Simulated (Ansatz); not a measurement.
## What strain does to KBr (Pm-3m)

KBr (Pm-3m) from a database of computed structures, relaxed with r2SCAN in the plane-wave code Ansatz. The symmetry is Pm-3m (No. 221, cubic); conventional cell a = 3.976 Å, 31.42 Å³ an atom. K has 8 Br at 3.44 Å; Br has 8 K at 3.44 Å.

The axes x, y and z are those of this cell:
```yaml
crystal:
  lattice:
    - [3.97587, 0.00000, 0.00000]
    - [0.00000, 3.97587, 0.00000]
    - [0.00000, 0.00000, 3.97587]
  atoms:
    - { symbol: K, position: [0.00000, 0.00000, 0.00000] }
    - { symbol: Br, position: [0.50000, 0.50000, 0.50000] }
```

Unstrained: With PBE the valence top lies at M and the conduction bottom at Γ, 4.024 eV higher; the smallest vertical gap, at Γ, is 4.301 eV. With r2SCAN the valence top lies at M and the conduction bottom at Γ, 4.768 eV higher; the smallest vertical gap, at Γ, is 5.047 eV. With HSE06 the valence top lies at M and the conduction bottom at Γ, 5.193 eV higher; the smallest vertical gap, at Γ, is 5.493 eV. Meshes: PBE 6×6×6, r2SCAN 6×6×6, HSE06 4×4×4. Strains are changes of length per length. After each strain the atoms were relaxed again with r2SCAN within the symmetry that the strain leaves, so tilts or polar shifts that break it weren't tested; points keep the names that they have in the unstrained zone. No spin polarisation and no zero-point or thermal motion.

Changes of the least gap in eV (an overlap counts as a negative gap):

| strain | volume change (%) | space group | PBE | r2SCAN | HSE06 | energy rise, r2SCAN (meV/atom) |
| --- | --- | --- | --- | --- | --- | --- |
| uniaxial -5.23 % along z | -5.2 | P4/mmm | -0.058 | -0.053 | -0.051 | 13.5 |
| isotropic -2.92 % on every length | -8.5 | Pm-3m | +0.319 | +0.353 | +0.344 | 16.0 |

Uniaxial -5.23 % along z, other directions held. HSE06: the gap goes from 5.193 to 5.142 eV (-0.051 eV). Stress change with r2SCAN, compression positive: xx +0.38, yy +0.38, zz +2.77 GPa.

Isotropic -2.92 % on every length. HSE06: the gap goes from 5.193 to 5.537 eV (+0.344 eV). Stress change with r2SCAN, compression positive: xx +2.09, yy +2.09, zz +2.09 GPa. For HSE06, dE_g/d ln V = -3.9 eV over this step.

Spin-orbit coupling is left out.

The meshes of the hybrids are coarse, so their gaps aren't converged to the digits shown.
